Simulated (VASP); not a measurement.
The system is GaP.

```xyz
2
Lattice="0.0000 2.7252 2.7252 2.7252 0.0000 2.7252 2.7252 2.7252 0.0000" Properties=species:S:1:pos:R:3 pbc="T T T"
Ga    0.0000    0.0000    0.0000
P     4.0879    4.0879    4.0879
```

```yaml
Program: VASP 6.6.1
Task: relaxation of cell and atoms
Functional: BLYP
Potentials_or_basis: VASP PAW PBE potentials, release 64 (Ga_d, P)
Cutoff: 600 eV
k_mesh: 8 × 8 × 8
Occupations: fermi-dirac, width 0.05 eV
Spin: no spin polarisation
```

At the start: pressure 6.4 GPa; volume 20.24 Å³/atom.

Q: How do energy, volume and symmetry change on relaxing?

A: Over 3 steps the energy falls by 32.1 meV/atom and the volume is 21.97 Å³/atom (+8.5 %); space group F-43m (No. 216, to 0.05 Å).

The path:
| step | energy change (eV) | largest force (eV/Å) | pressure (GPa) | volume (Å³) |
| --- | --- | --- | --- | --- |
| 1 | 0.0000 | 0.0000 | 6.42 | 40.48 |
| 2 | -0.0548 | 0.0000 | -2.01 | 45.42 |
| 3 | -0.0643 | 0.0000 | -0.01 | 43.93 |

Final structure:
```xyz
2
Lattice="0.0000 2.8006 2.8006 2.8006 0.0000 2.8006 2.8006 2.8006 0.0000" Properties=species:S:1:pos:R:3 pbc="T T T"
Ga    0.0000    0.0000    0.0000
P     4.2009    4.2009    4.2009
```

Caveat: the PAW data sets were made with another functional, which shifts forces and pressure a little.
